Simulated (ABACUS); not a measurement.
# WS2 under changes of volume

One of the cells (17.744 Å³/atom); the others are scaled copies at fixed shape and fractional positions:

```
CELL_PARAMETERS angstrom
1.57900 0.91164 6.16333
-1.57900 0.91164 6.16333
0.00000 -1.82327 6.16333
ATOMIC_POSITIONS crystal
W 0.00000 0.00000 0.00000
S 0.58100 0.58100 0.58100
S 0.75030 0.75030 0.75030
```

Measurements of this composition are mostly on another form, of space group No. 194.

- Program: ABACUS 3.10.1
- Functional: PBE
- Potentials or basis: PseudoDojo NC SR 0.4.1 PBE standard
- Cutoff: 1361 eV
- Density cutoff: 5442 eV
- Basis: DZP LCAO (the cutoffs set its grid)
- k mesh: 10 × 10 × 10
- Occupations: fermi-dirac, width 0.05 eV
- Spin: no spin polarisation

```csv
volume (Å³/atom),energy over the lowest point (meV/atom),pressure (GPa),gap on the mesh (eV),largest force (eV/Å)
16.679,?,?,?,?
17.034,61.69,14.8,1.01,1.631
17.389,33.71,10.5,1.04,1.201
17.744,14.67,6.7,1.06,0.802
18.099,3.70,3.3,1.08,0.611
18.454,0.00,0.1,1.09,0.584
18.809,2.85,-2.7,1.11,0.787
```

What does the run at 16.679 Å³/atom give?

Energy over the lowest point 99.62 meV/atom; pressure 19.5 GPa; gap on the mesh 0.99 eV; largest force 2.096 eV/Å.

Worked out: A Birch-Murnaghan fit of order 3 (a polynomial in V^(-2/3)) to the other rows has its minimum at 18.47 Å³/atom with B0 = V·E''(V) = 153 GPa and B' = 4.4 at fixed shape and positions, which overstates the stiffness. It gives 99.61 meV/atom at 16.679 Å³/atom, against the run's 99.62, and -dE/dV = 19.5 GPa, against 19.5. A straight line through the other rows of the gap, of slope 0.967 eV per unit of ln V, extrapolates to 1.00 eV, against the run's 0.99.

Energies are extrapolated to zero smearing.

Caveats: the atomic orbitals were generated for these runs and aren't a published set; spin-orbit coupling is left out, which moves the levels of the heavy elements; the basis of atomic orbitals isn't converged, which shifts pressures, moduli and gaps; forces of over 1 eV/Å show positions far from the minimum, so gaps and moduli don't describe the material at rest (some runs).

A mesh can miss the band edges.
